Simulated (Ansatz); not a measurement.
Bulk crystal (HfSi2) after relaxation:

```
CELL_PARAMETERS angstrom
1.84127 -7.29600 0.00000
1.84127 7.29600 0.00000
0.00000 0.00000 3.65979
ATOMIC_POSITIONS crystal
Hf 0.89454 0.10546 0.75000
Hf 0.10546 0.89454 0.25000
Si 0.55428 0.44572 0.75000
Si 0.44572 0.55428 0.25000
Si 0.25028 0.74972 0.75000
Si 0.74972 0.25028 0.25000
```

Miller indices refer to the conventional cell of Cmcm (No. 63), a = 3.683 Å, b = 14.592 Å, c = 3.660 Å, α = 90.00°, β = 90.00°, γ = 90.00°.

Consider the (010) slab of 10 planes, 12.5 Å thick with 15 Å of vacuum as cut; outer planes Hf (top) and Si (bottom), all atoms relaxed.

Level of theory: DFT PBE, scalar-relativistic, plane waves, PAW in Ansatz 0.2.0. Settings: cutoff 420 eV, Γ-centred mesh 10×10×1 on the computed 12-atom cell, Gaussian smearing of 0.10 eV; no spin polarisation. A dipole correction removes the field between periodic images along c.

Q: Estimate the surface energy (mean of both faces).

A: 1.97 J/m².

Q: Estimate the work function.

A: 3.68 eV (top), 5.25 eV (bottom).

Q: Give the dipole of the slab along +c, per cell.

A: 0.12 e·Å.

Q: The top two planes lie 0.747 Å apart in the bulk. How does relaxation change this?

A: The spacing becomes 0.101 Å (-86.4 %).

Spin-orbit coupling is left out, which matters for the bands of heavy elements.